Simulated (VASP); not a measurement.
Computed with r2SCAN meta-GGA, VASP's PBE PAW potentials (set 64) (plane waves; VASP).

Gaps are without spin-orbit coupling.

| Quantity | Result |
|---|---|
| volume per atom | 16.07 Å^3/atom |
| band gap (over mesh and band path) | 5.09 eV |
| smallest direct gap (over mesh and band path) | 5.17 eV |

**Question.** Which relaxed crystal gives these values?
A. LaOF, P4/nmm (129)
B. CsPbCl3, Amm2 (38)
C. BeTe, F-43m (216)
D. ZrO2, P4_2/nmc (137)

**Answer.** A, LaOF, P4/nmm (129)
